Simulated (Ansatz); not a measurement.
A plane-wave run on CaO

Input file of Ansatz 0.2.0:

```yaml
crystal:
  lattice:
    - [0.0, 2.507576, 2.507576]
    - [2.507576, 0.0, 2.507576]
    - [2.507576, 2.507576, 0.0]
  atoms:
    - { symbol: Ca, position: [0.0, 0.0, 0.0] }
    - { symbol: O, position: [0.5, 0.5, 0.5] }
  symmetry: { tolerance: 0.0003 }
kpoints:
  mp_grid: { grid: [9, 9, 9], shift: [0, 0, 0] }
  band_path:
    path:
      - [0.0, 0.0, 0.0]
      - [0.5, 0.0, 0.5]
      - [0.625, 0.25, 0.625]
      - [0.375, 0.375, 0.75]
      - [0.0, 0.0, 0.0]
      - [0.5, 0.5, 0.5]
      - [0.5, 0.25, 0.75]
      - [0.5, 0.0, 0.5]
    npoints: 8
magnetization:
  spin_polarized: false
scf:
  occupations: { method: fermi_dirac }
  lower_state_search: "off"
  max_iter: 200
hamiltonian:
  pseudopotentials: { kind: paw }
  xc: pbesol
basis:
  ecutwfc: 420
  fft_grid_basis: typed
output:
  forces: true
  stress: true
  eigenvalues: true
  bader: true
  populations: true
  elf: true
  write_potential: true
  volumetric_format: npy
  dos:
    e_range: [-12, 8]
    de: 0.05
    projected: { site_lists: { Ca: [Ca], O: [O] } }
checkpoint:
  read: saved_state
```

Run as

```sh
ansatz run input.yaml --threads 1 --pin off --max-ram 2560MiB --backend cpu --events-out ev --progress --plain --runs-dir out
```

The run starts from an earlier solution of this cell. 

Parts of the output:

```
Pseudopotentials: kind: paw
Pseudopotential: Ca, paw, valence charge 10, recommended cutoff 420 eV (normal), Ca.paw.azcp
Pseudopotential: O, paw, valence charge 6, recommended cutoff 420 eV (normal), O.paw.azcp
Functional definition: PBEsol
  exchange = pbesol_x
  correlation = pbesol_c
Crystal: 2 atoms, lattice volume = 31.535 Å³
Basis set: ecut = 420 eV, 609 PW (Γ), exchange–correlation on 48×48×48 points (8 copies of the dense FFT grid, shifted against one another)
Bands: 12, of which v1, the nominal top of the filled ones, is band 8 counted from 1 (7 counted from 0)
Symmetry: 48 space group operations
Space group: Fm-3m (ITA 225), of the structure as read, at distance tolerance 9.5e-4 Å
k-points: 35 of 729
Initial density: read from a saved state, or passed on in memory by an earlier SCF of this step, an earlier step, the calling program or the single point that the run made first
Functional: x = pbesol(κ = 0.804, μ = 0.1235), c = pbesol(β = 0.046)
SCF iter   1: F=—  Δρ=3.62e-4  dr2=2.70e-5
SCF iter   2: F=—  Δρ=1.53e-4  dr2=2.84e-6
SCF iter   3: F=—  Δρ=3.87e-5  dr2=2.90e-7
SCF iter   4: F=-2357.9044 eV  Δρ=4.14e-6  dr2=3.52e-9
SCF iter   5: F=-2357.9044 eV  Δρ=1.02e-6  dr2=5.96e-11
SCF iter   6: F=-2357.9044 eV  Δρ=8.34e-8  dr2=1.11e-12
Free energy (F): -2357.9044 eV
Harris-Foulkes:  -2357.9044 eV  (|F-HF|=4.55e-13)
Internal energy: -2357.9044 eV  (E = F + TS)
E sigma→0 (E₀):  -2357.9044 eV
Fermi energy:    8.0813 eV
--- Per-component energies (eV) ---
  E_band       = -126.1865
  E_kinetic    = 450.6195
  E_local      = -955.9891  (includes V_loc(G=0)·N_el)
  E_nonlocal   = 112.3395
  E_hartree    = 315.5264
  E_xc         = -209.1816
  E_vxc        = -264.4734  (∫ρ·V_xc dr)
  E_paw        = -988.4786  (= ΣΔE_a)
  E_vpaw       = -99.7383  (= ΣTr[D̂ρ^β])
  E_aug_tail   = 0.0024  (compensation charges beyond the density's cutoff)
  E_ewald      = -1082.8969
  E_core_change = 0.1541  (= ΣΔE_core)
  E_smearing   =  0.0000  (= −TS)
--- Stress (GPa, compression-positive) ---
      -12.5967       0.0000       0.0000
        0.0000     -12.5967       0.0000
        0.0000       0.0000     -12.5967
  P = ⅓ Tr σ = -12.5967 GPa (-125.967 kbar)
--- Löwdin populations: 2 sites ---
  site symbol       q [e]
     0     Ca      8.3819
     1      O      7.2996
  spilling = 0.0199 (of n_electrons = 16.0000)
--- Bader charges: 2 sites ---
  site symbol  charge [e]  shift [e]
     0     Ca      1.5009     0.0001
     1      O     -1.5009     0.0001
```

Absolute energies hang on the potentials; compare differences alone.

Origin: a database entry at a rescaled volume. Caveats: atoms or cell far from equilibrium.
